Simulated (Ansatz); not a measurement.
Relaxed-ion elastic tensor of LiI (rock salt, space group No. 225) in GPa (Voigt order), plane-wave PAW LDA (Ansatz code); density 4.55 g/cm³, 24.44 Å³ per atom.

```
48.9  14.2  14.2   0.0   0.0   0.0
14.2  48.9  14.2   0.0   0.0   0.0
14.2  14.2  48.9   0.0   0.0   0.0
 0.0   0.0   0.0  16.9   0.0   0.0
 0.0   0.0   0.0   0.0  16.9   0.0
 0.0   0.0   0.0   0.0   0.0  16.9
```

Task: Is the crystal mechanically stable?

Result: Yes: the smallest eigenvalue of C is 16.9 GPa.

Task: Work out the Voigt, Reuss and Hill averages.

Result: K_V = 25.8, K_R = 25.8, K_H = 25.8; G_V = 17.1, G_R = 17.1, G_H = 17.1 GPa.

Task: Give Young's modulus, Poisson's ratio, Pugh's ratio and the universal anisotropy index.

Result: E = 9KG/(3K + G) = 42.0 GPa; ν = 0.23; K/G = 1.51 (brittle by the Pugh limit of 1.75); A_U = 5G_V/G_R + K_V/K_R − 6 = 0.00.

Task: Estimate the sound speeds and the Debye temperature.

Result: v_l = √((K + 4G/3)/ρ) = 3270 m/s, v_t = √(G/ρ) = 1940 m/s, mean 2150 m/s; Θ = (h/k)(3n/4πV)^(1/3) v_m = 220 K.

Task: Give the Zener ratio and Young's modulus along [100], [110] and [111].

Result: A = 2C44/(C11 − C12) = 0.97; 1/E = S11 − 2(S11 − S12 − S44/2)Γ with Γ = 0, 1/4, 1/3 gives 42.5, 41.8, 41.6 GPa.

Task: Solve the Christoffel equation for the three sound speeds along [100], [110], [111].

Result: Eigenvalues of C_ijkl n_j n_l equal ρv². In km/s, slowest first: [100] 1.93, 1.93, 3.28; [110] 1.93, 1.95, 3.26; [111] 1.95, 1.95, 3.26.

Space group Fm-3m (rock salt). The cell was relaxed with LDA under the symmetry of its start; phonons on a q-mesh show no instability. Scalar-relativistic: spin–orbit coupling is off unless named, which matters more the heavier the elements.

Potentials: the later of the program's two PAW sets.
